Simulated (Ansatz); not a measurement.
All-electron LAPW in Ansatz 0.2.0 under PBEsol, scalar-relativistic, energies extrapolated to zero smearing. Slabs are 1×1 cells cut from bulk crystals relaxed on PAW files, with atoms then relaxed, 16 to 20 Å of vacuum, a dipole correction, k spacings of 0.16 to 0.26 Å⁻¹ and smearing of 0.02 to 0.1 eV, without spin–orbit coupling or spin polarisation. The bulk type named needn't be the stable one, and no reconstruction is allowed.

(1) Order these slabs by surface energy, lowest first.
A. hcp Ru (10-10), 6 layers
B. bcc In (110), 4 layers
C. fcc Cu (100), 5 layers
D. fcc Sc (100), 6 layers

Answers

(1) B (0.43 J/m²), D (1.27 J/m²), C (1.84 J/m²), A (3.37 J/m²).
